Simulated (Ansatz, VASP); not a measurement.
# Two plane-wave programs on As

```xyz
1
Lattice="2.7037 0.0000 0.0000 0.0000 2.7037 0.0000 0.0000 0.0000 2.7037" Properties=species:S:1:pos:R:3 pbc="T T T"
As    1.3518    1.3518    1.3518
```

This isn't the form of As at room conditions, which is rhombohedral.

Alike in both runs: task single point; functional PBE; k mesh 6 × 6 × 6; occupations gaussian, width 0.1 eV; no spin polarisation.

```csv
,VASP,Ansatz
version,VASP 6.6.1,Ansatz 0.2.0
potentials or method,"VASP PAW PBE potentials, release 64 (As)","scalar-relativistic, plane waves, PAW"
plane-wave cutoff (eV),520,420
valence electrons in the cell,5,15
```

Ansatz gave:

```
gap on the k mesh at the Fermi level (eV) : none
pressure (GPa)                            : 2.6
```

Question: Which values does VASP return?

Answer: gap on the k mesh at the Fermi level (eV): none; pressure (GPa): 2.8.

A gap of «none» marks a metal or a gap that the smearing closes. The two sets of potentials don't hold the same shells in valence.

Caveats: the k mesh is coarse (spacing up to 0.39 Å⁻¹), so the values aren't converged.
